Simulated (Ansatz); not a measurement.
**Relaxation of NiO**

Method: DFT r2SCAN, scalar-relativistic, plane waves, PAW (Ansatz 0.2.0). Settings: 500 eV cutoff, 12×12×12 k-mesh, Gaussian smearing of 0.02 eV, collinear spin.

What was changed: relaxed at 20 GPa.

With moments and this functional the run may sit in a state above the lowest one.

Other phases may be more stable at this pressure.

Command:

```bash
ansatz run input.yaml --threads 1 --pin off --max-ram 2560MiB --backend cpu --events-out ev --progress --plain --runs-dir out
```

Input:

```yaml
crystal:
  lattice:
    - [0.0, 2.0394271871, 2.0394271871]
    - [2.0394271871, 0.0, 2.0394271871]
    - [2.0394271871, 2.0394271871, 0.0]
  atoms:
    - { symbol: Ni, position: [0.0, 0.0, 0.0], spin: 1.83 }
    - { symbol: O, position: [0.5, 0.5, 0.5], spin: 0.32 }
basis:
  ecutwfc: 500
kpoints:
  mp_grid: { grid: [12, 12, 12] }
hamiltonian:
  xc: r2scan
scf:
  occupations: { method: gaussian, width: 0.02 }
output:
  forces: true
  stress: true
  eigenvalues: true
  populations: true
  write_density: true
  write_potential: true
  elf: true
  volumetric_format: npy
magnetization:
  spin_polarized: true
relax:
  adjacent_minimum: "off"
  f_tol: 0.008
  max_steps: 50
  cell: { stress_tol: 0.08, p_target: 20.0 }
```

F is the free energy. Steps run on the plane waves of an earlier cell, but the last one, and at times one on the way, on a freshly chosen basis, so a repeated geometry can differ a little in energy. The relaxation lowers the enthalpy F + PV at the target pressure, so F itself can rise.

Steps:

| step | F − F(1) (eV) | largest force component (eV/Å) | V (Å³/atom) | P (GPa) |
| --- | --- | --- | --- | --- |
| 1 | 0.0000 | 0.000 | 8.483 | 20.45 |
| 2 | -0.0018 | 0.000 | 8.490 | 20.19 |
| 3 | -0.0032 | 0.000 | 8.495 | 20.00 |
| 4 | -0.0032 | 0.000 | 8.495 | 20.00 |

Relaxed structure:

```yaml
crystal:
  lattice:
    - [0.00000, 2.04044, 2.04044]
    - [2.04044, 0.00000, 2.04044]
    - [2.04044, 2.04044, 0.00000]
  atoms:
    - { symbol: Ni, position: [0.00000, 0.00000, 0.00000] }
    - { symbol: O, position: [0.50000, 0.50000, 0.50000] }
```

Symmetry: Fm-3m, No. 225, cubic system. Conventional cell: a = 4.081 Å, b = 4.081 Å, c = 4.081 Å, α = 90.00°, β = 90.00°, γ = 90.00°. Around Ni (site symmetry m-3m) lie 6 O at 2.04 Å. Around O (site symmetry m-3m) lie 6 Ni at 2.04 Å.

The run converged. Time: 32 s on 1 thread of Arm Neoverse V2 (shared host), peak memory 0.39 GiB.